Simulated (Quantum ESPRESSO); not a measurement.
# Co: Wannier functions under several settings

```
CELL_PARAMETERS angstrom
2.48736 0.00000 0.00000
-1.24368 2.15412 0.00000
0.00000 0.00000 4.06329
ATOMIC_POSITIONS crystal
Co 0.33333 0.66667 0.74014
Co 0.66667 0.33333 0.25986
```

All runs used Quantum ESPRESSO 7.5; potentials GBRV 1.5 LDA; k mesh 10 × 10 × 6; given cell; collinear spin, ferromagnetic start; cutoff 762 eV; occupations fermi-dirac, width 0.05 eV.

```csv
level,start,Wannier mesh,spread a function (Å²),RMS miss of the bands (meV)
LDA,atomic projections with disentanglement,7 × 7 × 4,1.17,75
LDA,"atomic projections with disentanglement, not minimised",7 × 7 × 4,1.33,81
LDA,SCDM with an erfc weight,7 × 7 × 4,?,?
```

Problem. What stands in the row left open?

Solution. Spread a function 1.75 Å²; RMS miss of the bands 40 meV.

Caveats: the Wannier minimisation didn't converge (some runs).
